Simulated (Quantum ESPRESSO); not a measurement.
# Os (P6_3/mmc) in Quantum ESPRESSO: further runs

Runs on Os. Level: PBEsol. Tasks: single point, equation of state.

Program: Quantum ESPRESSO 7.5. These are calculated values, not measurements. Logs are shortened: lines on timing, memory, paths and dates and some standing lists are left out, and cuts for length are marked.

**1. The crystal as given**

The structure is hexagonal, space group P6_3/mmc (No. 194). Conventional cell: a = 2.734 Å, b = 2.734 Å, c = 4.320 Å, α = 90.00°, β = 90.00°, γ = 120.00°. Around Os (site symmetry -6m2) lie 12 Os at 2.68 to 2.73 Å.

**2. Single point, PBEsol, 13.14 Å³/atom**

pw.in reads:

```
&CONTROL
  calculation = 'scf'
  prefix = 'pwscf'
  outdir = './tmp'
  pseudo_dir = './pseudo'
  tprnfor = .true.
  tstress = .true.
  disk_io = 'nowf'
/
&SYSTEM
  ibrav = 0
  nat = 2
  ntyp = 1
  ecutwfc = 74
  nbnd = 24
  occupations = 'smearing'
  smearing = 'fd'
  degauss = 0.00367493
/
&ELECTRONS
  conv_thr = 4d-10
  electron_maxstep = 120
  mixing_beta = 0.5
/
ATOMIC_SPECIES
Os   190.2300 Os.upf
CELL_PARAMETERS angstrom
   2.6782863798    0.0000000000    0.0000000000
  -1.3391431899    2.3194640436    0.0000000000
   0.0000000000    0.0000000000    4.2315181138
ATOMIC_POSITIONS crystal
Os     0.6666666667    0.3333333333    0.7500000000
Os     0.3333333333    0.6666666667    0.2500000000
K_POINTS automatic
11 11 6 0 0 0
```

Potentials or basis: PseudoDojo 0.4.1 SR PBEsol standard.

Run with:

```bash
$ OMP_NUM_THREADS=1 pw.x -in pw.in > pw.out
```

pw.out:

```text
This program is part of the open-source Quantum ESPRESSO suite
     for quantum simulation of materials; please cite
[... 9 lines left out ...]
     --------------------
     sticks:   dense  smooth     PW     G-vecs:    dense   smooth      PW
     Sum         517     517    163                15283    15283    2575

     Using Slab Decomposition

     bravais-lattice index     =            0
     lattice parameter (alat)  =       5.0612  a.u.
     unit-cell volume          =     177.3934 (a.u.)^3
     number of atoms/cell      =            2
     number of atomic types    =            1
     number of electrons       =        32.00
     number of Kohn-Sham states=           24
     kinetic-energy cutoff     =      74.0000  Ry
     charge density cutoff     =     296.0000  Ry
     scf convergence threshold =      4.0E-10
     mixing beta               =       0.5000
     number of iterations used =            8  plain     mixing
     Exchange-correlation= PBESOL
                           (   1   4  10   8   0   0   0)

     celldm(1)=   5.061228  celldm(2)=   0.000000  celldm(3)=   0.000000
     celldm(4)=   0.000000  celldm(5)=   0.000000  celldm(6)=   0.000000

     crystal axes: (cart. coord. in units of alat)
               a(1) = (   1.000000   0.000000   0.000000 )
               a(2) = (  -0.500000   0.866025   0.000000 )
               a(3) = (   0.000000   0.000000   1.579935 )

     reciprocal axes: (cart. coord. in units 2 pi/alat)
               b(1) = (  1.000000  0.577350 -0.000000 )
               b(2) = (  0.000000  1.154701  0.000000 )
               b(3) = (  0.000000 -0.000000  0.632937 )

     PseudoPot. # 1 for Os read from file:
     Os.upf
     Pseudo is Norm-conserving + core correction, Zval = 16.0
     Generated using ONCVPSP code by D. R. Hamann
     Using radial grid of 1328 points,  8 beta functions with:
                l(1) =   0
                l(2) =   0
                l(3) =   1
                l(4) =   1
                l(5) =   2
                l(6) =   2
                l(7) =   3
                l(8) =   3

     atomic species   valence    mass     pseudopotential
     Os               16.00   190.23000     Os( 1.00)

     24 Sym. Ops., with inversion, found (12 have fractional translation)

   Cartesian axes

     site n.     atom                  positions (alat units)
         1        Os     tau(   1) = (   0.5000000   0.2886751   1.1849512  )
         2        Os     tau(   2) = (  -0.0000000   0.5773503   0.3949837  )

     number of k points=    64  Fermi-Dirac smearing, width (Ry)=  0.0037
                       cart. coord. in units 2pi/alat
        k(    1) = (   0.0000000   0.0000000   0.0000000), wk =   0.0027548
        k(    2) = (   0.0000000   0.0000000   0.1054896), wk =   0.0055096
        k(    3) = (   0.0000000   0.0000000   0.2109792), wk =   0.0055096
        k(    4) = (   0.0000000   0.0000000  -0.3164687), wk =   0.0027548
        k(    5) = (   0.0000000   0.1049728   0.0000000), wk =   0.0165289
        k(    6) = (   0.0000000   0.1049728   0.1054896), wk =   0.0330579
[... 56 lines left out ...]
        k(   63) = (   0.2727273   0.5773503   0.2109792), wk =   0.0330579
        k(   64) = (   0.2727273   0.5773503  -0.3164687), wk =   0.0165289

     Dense  grid:    15283 G-vectors     FFT dimensions: (  27,  27,  48)

     Initial potential from superposition of free atoms

     starting charge      31.9996, renormalised to      32.0000
     Starting wfcs are   20 randomized atomic wfcs +    4 random wfcs

     Self-consistent Calculation

     iteration #  1     ecut=    74.00 Ry     beta= 0.50
     Davidson diagonalization with overlap
     ethr =  1.00E-02,  avg # of iterations =  4.0

     Threshold (ethr) on eigenvalues was too large:
     Diagonalizing with lowered threshold

     Davidson diagonalization with overlap
     ethr =  1.78E-04,  avg # of iterations =  2.6

     total energy              =    -404.64038490 Ry
     estimated scf accuracy    <       0.05959008 Ry

     iteration #  2     ecut=    74.00 Ry     beta= 0.50
     Davidson diagonalization with overlap
     ethr =  1.86E-04,  avg # of iterations =  2.1

     total energy              =    -404.64925107 Ry
     estimated scf accuracy    <       0.00186448 Ry

     iteration #  3     ecut=    74.00 Ry     beta= 0.50
     Davidson diagonalization with overlap
     ethr =  5.83E-06,  avg # of iterations =  3.7

     total energy              =    -404.64934500 Ry
     estimated scf accuracy    <       0.00025577 Ry

     iteration #  4     ecut=    74.00 Ry     beta= 0.50
     Davidson diagonalization with overlap
     ethr =  7.99E-07,  avg # of iterations =  1.3

     total energy              =    -404.64935314 Ry
     estimated scf accuracy    <       0.00000262 Ry

     iteration #  5     ecut=    74.00 Ry     beta= 0.50
     Davidson diagonalization with overlap
     ethr =  8.20E-09,  avg # of iterations =  2.0

     total energy              =    -404.64935366 Ry
     estimated scf accuracy    <       0.00000025 Ry

     iteration #  6     ecut=    74.00 Ry     beta= 0.50
     Davidson diagonalization with overlap
     ethr =  7.80E-10,  avg # of iterations =  2.1

     total energy              =    -404.64935372 Ry
     estimated scf accuracy    <          9.1E-09 Ry

     iteration #  7     ecut=    74.00 Ry     beta= 0.50
     Davidson diagonalization with overlap
     ethr =  2.85E-11,  avg # of iterations =  2.0

     End of self-consistent calculation

          k = 0.0000 0.0000 0.0000 (  1899 PWs)   bands (ev):

   -58.7304 -58.5770 -18.8364 -17.6716 -17.6716 -17.4543 -17.4543 -17.3939
    16.5353  19.6500  24.7134  24.7134  24.9985  25.6501  25.6501  26.3661
    26.3661  28.1032  29.9293  29.9293  37.7923  41.2774  43.7709  45.3155

          k = 0.0000 0.0000 0.1055 (  1858 PWs)   bands (ev):

   -58.7202 -58.5874 -18.7459 -17.6572 -17.6572 -17.4974 -17.4690 -17.4690
    16.9059  19.7096  24.5222  24.5222  24.7834  25.4106  25.4106  26.8978
    26.8978  27.0282  29.9768  29.9768  39.2994  40.6684  44.1676  45.2943

          k = 0.0000 0.0000 0.2110 (  1876 PWs)   bands (ev):

   -58.6923 -58.6157 -18.4945 -17.7745 -17.6177 -17.6177 -17.5091 -17.5091
    17.9032  19.7011  24.3230  24.3689  24.3689  24.9184  24.9184  25.1772
    27.9850  27.9850  29.8096  29.8096  40.3988  42.3007  42.6435  47.1769

          k = 0.0000 0.0000-0.3165 (  1870 PWs)   bands (ev):

   -58.6541 -58.6541 -18.1409 -18.1409 -17.5636 -17.5636 -17.5636 -17.5636
    19.0889  19.0889  24.1895  24.1895  24.5104  24.5104  24.5104  24.5104
    29.0923  29.0923  29.0923  29.0923  40.9975  40.9975  46.1888  46.1888

          k = 0.0000 0.1050 0.0000 (  1874 PWs)   bands (ev):

   -58.7216 -58.5737 -18.8017 -17.7465 -17.6968 -17.5327 -17.4645 -17.4107
    16.8960  19.9663  24.1022  25.0323  25.3912  25.5596  25.8380  25.9495
    26.1087  26.9687  30.1163  31.6744  37.7895  42.0416  44.2253  45.8766

          k = 0.0000 0.1050 0.1055 (  1889 PWs)   bands (ev):

   -58.7118 -58.5837 -18.7175 -17.7289 -17.6815 -17.5938 -17.4803 -17.4628
    17.2547  20.0396  24.0925  24.7783  24.8537  24.9401  25.6832  26.3607
    26.7396  26.9425  30.1164  31.0764  39.3134  41.4183  44.5267  45.6980

          k = 0.0000 0.1050 0.2110 (  1891 PWs)   bands (ev):

   -58.6849 -58.6109 -18.4843 -17.8254 -17.6788 -17.6393 -17.5376 -17.5232
    18.2280  20.0558  23.9691  24.0618  24.3002  24.6081  25.1840  25.5244
    27.8751  28.0088  29.8436  30.2482  41.1214  42.0615  43.2060  46.9475

          k = 0.0000 0.1050-0.3165 (  1884 PWs)   bands (ev):

   -58.6480 -58.6480 -18.1580 -18.1580 -17.6107 -17.6107 -17.5815 -17.5815
    19.4200  19.4200  23.6154  23.6154  24.6909  24.6909  24.7620  24.7620
    29.0337  29.0337  29.2388  29.2388  41.5932  41.5932  45.6819  45.6819

          k = 0.0000 0.2099 0.0000 (  1876 PWs)   bands (ev):

   -58.6974 -58.5654 -18.7029 -17.9468 -17.7620 -17.7372 -17.4941 -17.4613
    17.8817  20.6956  23.3995  24.2440  24.9298  25.5345  25.9570  26.3078
    26.3681  26.8110  30.4942  34.2286  37.5989  43.6895  44.6398  46.4944

          k = 0.0000 0.2099 0.1055 (  1891 PWs)   bands (ev):

   -58.6886 -58.5743 -18.6410 -17.9183 -17.8014 -17.7444 -17.5124 -17.4944
    18.1892  20.8146  23.4719  23.6952  24.6588  25.2464  25.8986  26.3600
    26.8091  27.1291  30.3878  32.9347  39.1833  43.2206  44.5083  46.0674

          k = 0.0000 0.2099 0.2110 (  1905 PWs)   bands (ev):

   -58.6646 -58.5986 -18.4705 -17.9933 -17.8213 -17.6959 -17.5840 -17.5620
    19.0395  20.9180  22.8588  23.5820  24.0750  25.1721  25.3977  25.9319
    27.7836  28.2145  29.8991  31.2280  41.2746  42.8818  44.6458  46.3475

          k = 0.0000 0.2099-0.3165 (  1912 PWs)   bands (ev):

   -58.6316 -58.6316 -18.2334 -18.2334 -17.7046 -17.7046 -17.6292 -17.6292
    20.1783  20.1783  22.9648  22.9648  24.5698  24.5698  25.4341  25.4341
    28.9478  28.9478  29.6526  29.6526  42.6440  42.6440  45.0864  45.0864
[... 267 lines left out ...]
   -58.5906 -58.5541 -18.4362 -18.2970 -18.1646 -18.0925 -17.8722 -17.8228
    21.0738  21.7385  22.2808  22.8160  23.9902  24.9551  26.1437  28.7798
    30.4207  30.4800  33.0718  35.0327  36.6338  39.7898  42.6265  43.8478

          k = 0.2727 0.4724 0.1055 (  1910 PWs)   bands (ev):

   -58.5881 -58.5565 -18.4442 -18.4339 -18.1657 -18.0189 -17.8790 -17.7370
    21.1482  21.6553  22.4901  22.5841  24.4529  24.5722  26.0545  28.7697
    29.5567  30.7335  33.3442  35.3099  37.5110  38.7281  43.0355  43.6429

          k = 0.2727 0.4724 0.2110 (  1908 PWs)   bands (ev):

   -58.5814 -58.5632 -18.5480 -18.5057 -18.1836 -18.0138 -17.7668 -17.6478
    21.2386  21.3964  22.6829  23.0602  23.9777  24.7614  25.9668  27.5726
    29.5158  30.9235  33.8446  35.5661  37.9376  39.0622  42.3786  42.7198

          k = 0.2727 0.4724-0.3165 (  1928 PWs)   bands (ev):

   -58.5723 -58.5723 -18.5676 -18.5676 -18.1064 -18.1064 -17.6556 -17.6556
    21.2625  21.2625  23.0586  23.0586  24.3194  24.3194  26.3396  26.3396
    30.3783  30.3783  34.6415  34.6415  39.1593  39.1593  41.9442  41.9442

          k = 0.2727 0.5774 0.0000 (  1907 PWs)   bands (ev):

   -58.5762 -58.5604 -18.4540 -18.2244 -18.2058 -18.0609 -17.9329 -17.9144
    20.9214  22.0641  22.1132  23.2547  24.1474  24.5965  26.5166  29.4822
    30.0718  30.4193  33.7154  33.8390  35.7719  41.5852  43.6288  43.9079

          k = 0.2727 0.5774 0.1055 (  1915 PWs)   bands (ev):

   -58.5751 -58.5615 -18.4651 -18.3347 -18.3012 -17.9775 -17.9072 -17.7993
    21.0664  22.0536  22.1633  22.9534  24.2155  24.6440  26.4525  29.3641
    29.5549  30.2315  34.1364  34.1457  36.8407  41.0260  41.5531  43.4800

          k = 0.2727 0.5774 0.2110 (  1902 PWs)   bands (ev):

   -58.5722 -58.5643 -18.5366 -18.4838 -18.2763 -18.0627 -17.7345 -17.6764
    21.2570  21.9457  22.3882  22.7545  24.2419  24.6352  26.3981  27.6720
    29.7211  30.2310  35.1101  35.4195  38.4748  39.7167  39.7953  42.2830

          k = 0.2727 0.5774-0.3165 (  1912 PWs)   bands (ev):

   -58.5682 -58.5682 -18.5588 -18.5588 -18.1741 -18.1741 -17.6486 -17.6486
    21.4902  21.4902  22.8260  22.8260  24.3582  24.3582  26.6421  26.6421
    29.9704  29.9704  36.3222  36.3222  38.2655  38.2655  40.8371  40.8371

     the Fermi energy is    28.0200 ev

!    total energy              =    -404.64935372 Ry
     estimated scf accuracy    <          1.1E-10 Ry
     smearing contrib. (-TS)   =      -0.00087622 Ry
     internal energy E=F+TS    =    -404.64847750 Ry

     The total energy is F=E-TS. E is the sum of the following terms:
     one-electron contribution =     -33.37786497 Ry
     hartree contribution      =      42.63084517 Ry
     xc contribution           =     -82.37403214 Ry
     ewald contribution        =    -331.52742556 Ry

     convergence has been achieved in   7 iterations

     Forces acting on atoms (cartesian axes, Ry/au):

     atom    1 type  1   force =    -0.00000000   -0.00000000    0.00000000
     atom    2 type  1   force =     0.00000000    0.00000000    0.00000000

     Total force =     0.000000     Total SCF correction =     0.000000

     Computing stress (Cartesian axis) and pressure

          total   stress  (Ry/bohr**3)                   (kbar)     P=      268.00
   0.00177599  -0.00000000   0.00000000          261.26       -0.00        0.00
  -0.00000000   0.00177599  -0.00000000           -0.00      261.26       -0.00
   0.00000000   0.00000000   0.00191344            0.00        0.00      281.48

=------------------------------------------------------------------------------=
   JOB DONE.
=------------------------------------------------------------------------------=
```

It took 39 s on 1 thread of Arm Neoverse V1, shared host; peak memory 0.09 GiB.

Results:

```yaml
Free_energy: -5505.5349 eV
Pressure: 26.8 GPa
Band_gap_on_the_k_mesh: none (metal or under the smearing width)
```

**3. Single point, PBEsol, 13.42 Å³/atom**

pw.in: that of step 2 with these lines changed.

```diff
@@ -27,5 +27,5 @@
 CELL_PARAMETERS angstrom
-   2.6782863798    0.0000000000    0.0000000000
-  -1.3391431899    2.3194640436    0.0000000000
-   0.0000000000    0.0000000000    4.2315181138
+   2.6971481730    0.0000000000    0.0000000000
+  -1.3485740865    2.3357988356    0.0000000000
+   0.0000000000    0.0000000000    4.2613185190
 ATOMIC_POSITIONS crystal
```

Potentials or basis: PseudoDojo 0.4.1 SR PBEsol standard.

Run with:

```bash
$ OMP_NUM_THREADS=1 pw.x -in pw.in > pw.out
```

It took 39 s on 1 thread of Arm Neoverse V1, shared host; peak memory 0.09 GiB.

It converged, with:

- Free energy: -5505.6087 eV
- Pressure: 15.6 GPa
- Band gap on the k mesh: none (metal or under the smearing width)

**4. Single point, PBEsol, 13.70 Å³/atom**

pw.in: that of step 3 with these lines changed.

```diff
@@ -27,5 +27,5 @@
 CELL_PARAMETERS angstrom
-   2.6971481730    0.0000000000    0.0000000000
-  -1.3485740865    2.3357988356    0.0000000000
-   0.0000000000    0.0000000000    4.2613185190
+   2.7157497827    0.0000000000    0.0000000000
+  -1.3578748913    2.3519083021    0.0000000000
+   0.0000000000    0.0000000000    4.2907078513
 ATOMIC_POSITIONS crystal
```

Run with:

```bash
$ OMP_NUM_THREADS=1 pw.x -in pw.in > pw.out
```

Wall time 38 s (1 thread of Arm Neoverse V1, shared host); peak memory 0.09 GiB.

Results (log left out):

| Item | Value |
| --- | --- |
| Free energy | -5505.6457 eV |
| Pressure | 5.7 GPa |
| Band gap on the k mesh | none (metal or under the smearing width) |

**5. Single point, PBEsol, 13.98 Å³/atom**

pw.in: that of step 4 with these lines changed.

```diff
@@ -27,5 +27,5 @@
 CELL_PARAMETERS angstrom
-   2.7157497827    0.0000000000    0.0000000000
-  -1.3578748913    2.3519083021    0.0000000000
-   0.0000000000    0.0000000000    4.2907078513
+   2.7341000000    0.0000000000    0.0000000000
+  -1.3670500000    2.3678000565    0.0000000000
+   0.0000000000    0.0000000000    4.3197000000
 ATOMIC_POSITIONS crystal
```

Run with:

```bash
$ OMP_NUM_THREADS=1 pw.x -in pw.in > pw.out
```

Wall time 40 s (1 thread of Arm Neoverse V1, shared host); peak memory 0.1 GiB.

It converged, with:

| Item | Value |
| --- | --- |
| Free energy | -5505.6500 eV |
| Pressure | -3.1 GPa |
| Band gap on the k mesh | none (metal or under the smearing width) |

**6. Single point, PBEsol, 14.26 Å³/atom**

pw.in: that of step 5 with these lines changed.

```diff
@@ -27,5 +27,5 @@
 CELL_PARAMETERS angstrom
-   2.7341000000    0.0000000000    0.0000000000
-  -1.3670500000    2.3678000565    0.0000000000
-   0.0000000000    0.0000000000    4.3197000000
+   2.7522071502    0.0000000000    0.0000000000
+  -1.3761035751    2.3834813086    0.0000000000
+   0.0000000000    0.0000000000    4.3483081185
 ATOMIC_POSITIONS crystal
```

Potentials or basis: PseudoDojo 0.4.1 SR PBEsol standard.

Run with:

```bash
$ OMP_NUM_THREADS=1 pw.x -in pw.in > pw.out
```

Wall time 38 s (1 thread of Arm Neoverse V1, shared host); peak memory 0.1 GiB.

It converged, with:

```yaml
Free_energy: -5505.6251 eV
Pressure: -11.0 GPa
Band_gap_on_the_k_mesh: none (metal or under the smearing width)
```

**7. Single point, PBEsol, 14.54 Å³/atom**

pw.in: that of step 6 with these lines changed.

```diff
@@ -27,5 +27,5 @@
 CELL_PARAMETERS angstrom
-   2.7522071502    0.0000000000    0.0000000000
-  -1.3761035751    2.3834813086    0.0000000000
-   0.0000000000    0.0000000000    4.3483081185
+   2.7700791260    0.0000000000    0.0000000000
+  -1.3850395630    2.3989588936    0.0000000000
+   0.0000000000    0.0000000000    4.3765446767
 ATOMIC_POSITIONS crystal
```

Run with:

```bash
$ OMP_NUM_THREADS=1 pw.x -in pw.in > pw.out
```

Wall time 43 s (1 thread of Arm Neoverse V1, shared host); peak memory 0.1 GiB.

It converged, with:

```yaml
Free_energy: -5505.5742 eV
Pressure: -18.0 GPa
Band_gap_on_the_k_mesh: none (metal or under the smearing width)
```

**8. Single point, PBEsol, 14.82 Å³/atom**

pw.in: that of step 7 with these lines changed.

```diff
@@ -27,5 +27,5 @@
 CELL_PARAMETERS angstrom
-   2.7700791260    0.0000000000    0.0000000000
-  -1.3850395630    2.3989588936    0.0000000000
-   0.0000000000    0.0000000000    4.3765446767
+   2.7877234178    0.0000000000    0.0000000000
+  -1.3938617089    2.4142392985    0.0000000000
+   0.0000000000    0.0000000000    4.4044215090
 ATOMIC_POSITIONS crystal
```

Run with:

```bash
$ OMP_NUM_THREADS=1 pw.x -in pw.in > pw.out
```

Wall time 43 s (1 thread of Arm Neoverse V1, shared host); peak memory 0.1 GiB.

It converged, with:

* Free energy: -5505.5002 eV
* Pressure: -24.3 GPa
* Band gap on the k mesh: none (metal or under the smearing width)

**9. Equation of state, PBEsol**

Potentials or basis: PseudoDojo 0.4.1 SR PBEsol standard.

No new run: the results of the series are fitted here.

Results:

```
Equilibrium volume                        : 13.88 Å³/atom
Bulk modulus at fixed shape and positions : 432 GPa
Pressure derivative of the bulk modulus   : 4.8
```

Energy against volume, from the lowest point:
| volume (Å³/atom) | energy (meV/atom) |
| --- | --- |
| 13.143 | 57.54 |
| 13.423 | 20.64 |
| 13.703 | 2.13 |
| 13.982 | 0.00 |
| 14.262 | 12.46 |
| 14.542 | 37.91 |
| 14.821 | 74.90 |

Caveat: the cell was scaled at fixed shape and fractional positions, which overstates the stiffness of a crystal with free parameters, most of all of layers and chains. Spin-orbit coupling is left out, which matters for the levels of Os.
